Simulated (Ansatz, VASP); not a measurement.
Two plane-wave programs on Re

Contents of INCAR:

```
PREC = Accurate
ENCUT = 600
EDIFF = 1E-6
ISMEAR = -1
SIGMA = 0.1
LREAL = F
LASPH = T
NELM = 80
ALGO = Normal
ISIF = 3
LWAVE = F
LCHARG = F
GGA = PS
IBRION = 2
NSW = 100
EDIFFG = -0.002
```

KPOINTS

```
Automatic mesh
0
Gamma
  14 14 8
```

File POSCAR:

```
Re
1.0
    2.7608000000      0.0000000000      0.0000000000
   -1.3804000000      2.3909229348      0.0000000000
    0.0000000000      0.0000000000      4.4582000000
Re
2
Direct
    0.3333333333      0.6666666667      0.2500000000
    0.6666666667      0.3333333333      0.7500000000
```

Input for Ansatz:

```yaml
crystal:
  lattice:
    - [2.76080000001, 0.0, 0.0]
    - [-1.38040000001, 2.39092293478, 0.0]
    - [0.0, 0.0, 4.4582]
  atoms:
    - { symbol: Re, position: [0.333333333333, 0.666666666667, 0.25] }
    - { symbol: Re, position: [0.666666666667, 0.333333333333, 0.75] }
kpoints:
  mp_grid: { grid: [14, 14, 8] }
scf:
  occupations: { method: fermi_dirac, width: 0.1 }
hamiltonian:
  xc: pbesol
  pseudopotentials: { kind: paw }
relax:
  f_tol: 0.002
  max_steps: 80
  cell: {}
output:
  forces: true
  stress: true
```

Alike in both runs: task relaxation of cell and atoms; functional PBEsol; k mesh 14 × 14 × 8; occupations fermi-dirac, width 0.1 eV; no spin polarisation.

|  | VASP | Ansatz |
| --- | --- | --- |
| version | VASP 6.6.1 | Ansatz 0.2.0 |
| potentials or method | VASP PAW PBE potentials, release 64 (Re) | PAW with Ansatz's default frozen-core files, scalar-relativistic |
| plane-wave cutoff (eV) | 600 | 420 |
| valence electrons in the cell | 14 | 30 |

```tsv
	VASP	Ansatz	Ansatz less VASP
relaxed volume (Å³/atom)	14.57	14.56	-0.005
relaxed cell length with the largest relative difference (Å)	2.752	2.751	-0.0005
energy change over the relaxation (meV/atom)	-2	-2	-0.1
```

The two sets of potentials don't hold the same shells in valence.

Caveats: the PAW data sets were made with another functional, which shifts forces and pressure a little (VASP). Spin-orbit coupling is left out, which matters for the levels of Re.
